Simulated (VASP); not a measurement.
Calculation: r2SCAN meta-GGA, VASP's PBE PAW potentials (set 64) (plane waves; VASP).

Input for VASP

### POSCAR
```
ZrO2
1
    0.0000000000     2.5332568216     2.5332568216
    2.5332568216     0.0000000000     2.5332568216
    2.5332568216     2.5332568216     0.0000000000
Zr O
1 2
Direct
  0.0000000000   0.0000000000   0.0000000000
  0.2500000000   0.2500000000   0.2500000000
  0.7500000000   0.7500000000   0.7500000000
```

KPOINTS:
```
Automatic mesh
0
Gamma
8 8 8
0 0 0
```

**INCAR**
```
# general
SYSTEM =ZrO2
PREC   =Accurate
ENCUT  =600   # plane-wave cut-off (eV)
LREAL  =.False.   # projection in real space or not
LASPH  =.True.

# electronic loop
EDIFF  =1E-7
NELM   =100   # most electronic steps
ALGO   =Normal   # blocked Davidson
LMAXMIX=4   # l cut-off of mixed one-centre charges
LMIXTAU=.True.

# smearing
ISMEAR =0   # Gaussian
SIGMA  =0.05

# functional
METAGGA=R2SCAN

# ions
IBRION =2   # conjugate gradients
NSW    =30
ISIF   =2   # forces and stress, cell fixed
EDIFFG =-0.01   # ionic stop

# output
LWAVE  =.False.
LCHARG =.False.
```

POTCAR, in this order: Zr_sv O (PBE.64 set). Program: vasp_std.

What VASP printed:

**OSZICAR**
```
       N       E                     dE             d eps       ncg     rms          rms(c)
DAV:   1     0.190308046101E+03    0.19031E+03   -0.16126E+04   928   0.176E+03
DAV:   2    -0.515425717024E+02   -0.24185E+03   -0.23737E+03  1184   0.418E+02
DAV:   3    -0.616103796422E+02   -0.10068E+02   -0.10059E+02  1528   0.844E+01
DAV:   4    -0.618506241280E+02   -0.24024E+00   -0.24022E+00  1192   0.982E+00
DAV:   5    -0.618542007721E+02   -0.35766E-02   -0.35766E-02  1328   0.101E+00    0.264E+01
DAV:   6    -0.451991742317E+02    0.16655E+02   -0.19826E+01  1232   0.431E+01    0.860E+00
DAV:   7    -0.464131819745E+02   -0.12140E+01   -0.24085E+00  1016   0.137E+01    0.438E+00
DAV:   8    -0.461745785175E+02    0.23860E+00   -0.22146E+00  1048   0.157E+01    0.244E+00
DAV:   9    -0.456768997034E+02    0.49768E+00   -0.85731E-01   968   0.109E+01    0.124E+00
DAV:  10    -0.457951854708E+02   -0.11829E+00   -0.81295E-02  1080   0.334E+00    0.808E-01
DAV:  11    -0.458491782040E+02   -0.53993E-01   -0.10373E-02  1024   0.103E+00    0.704E-01
DAV:  12    -0.458544405122E+02   -0.52623E-02   -0.11293E-02   984   0.976E-01    0.453E-01
DAV:  13    -0.458543578517E+02    0.82660E-04   -0.16271E-02  1056   0.991E-01    0.791E-02
DAV:  14    -0.458546682185E+02   -0.31037E-03   -0.54632E-04  1024   0.312E-01    0.725E-02
DAV:  15    -0.458544070658E+02    0.26115E-03   -0.29347E-04  1152   0.217E-01    0.650E-02
DAV:  16    -0.458549857354E+02   -0.57867E-03   -0.40990E-04   976   0.198E-01    0.183E-02
DAV:  17    -0.458549909752E+02   -0.52398E-05   -0.46234E-05  1384   0.523E-02    0.491E-03
DAV:  18    -0.458549924028E+02   -0.14276E-05   -0.54211E-06  1032   0.233E-02    0.359E-03
DAV:  19    -0.458549915135E+02    0.88928E-06   -0.26020E-06  1064   0.172E-02    0.180E-03
DAV:  20    -0.458549926274E+02   -0.11139E-05   -0.57844E-07   984   0.917E-03    0.584E-04
DAV:  21    -0.458549925850E+02    0.42369E-07   -0.11955E-08   616   0.149E-03
   1 F= -.45854993E+02 E0= -.45854993E+02  d E =-.458550E+02
```

OUTCAR:
```
------------------------ aborting loop because EDIFF is reached ----------------------------------------
  FORCE on cell =-STRESS in cart. coord.  units (eV):
  Direction    XX          YY          ZZ          XY          YZ          ZX
  --------------------------------------------------------------------------------------
  Total        0.7499469      0.7499469      0.7499469      0.0000000      0.0000000     -0.0000000
  in kB       36.9550199     36.9550199     36.9550199      0.0000000      0.0000000     -0.0000000
  external PRESSURE =      36.9550199 kB  Pullay stress =       0.0000000 kB
  volume of cell :       32.51
      direct lattice vectors                 reciprocal lattice vectors
     0.000000000  2.533256822  2.533256822    -0.197374382  0.197374382  0.197374382
     2.533256822  0.000000000  2.533256822     0.197374382 -0.197374382  0.197374382
     2.533256822  2.533256822  0.000000000     0.197374382  0.197374382 -0.197374382
 POSITION                                       TOTAL-FORCE (eV/Angst)
 -----------------------------------------------------------------------------------
      0.00000      0.00000      0.00000        -0.000000     -0.000000     -0.000000
      1.26663      1.26663      1.26663        -0.000000     -0.000000     -0.000000
      3.79989      3.79989      3.79989         0.000000      0.000000      0.000000
 -----------------------------------------------------------------------------------
    total drift:                                0.000000     -0.000000      0.000000
  FREE ENERGIE OF THE ION-ELECTRON SYSTEM (eV)
  ---------------------------------------------------
  free  energy   TOTEN  =       -45.8549925850 eV

  energy  without entropy=      -45.8549925850  energy(sigma->0) =      -45.85499259

 reached required accuracy - stopping structural energy minimisation
```
(Selected blocks of OUTCAR.)

The compound is ZrO2 in the fluorite structure, the high-temperature cubic form, which is unstable at 0 K; the monoclinic form is the stable one. This cell was strained or had an atom moved on purpose.
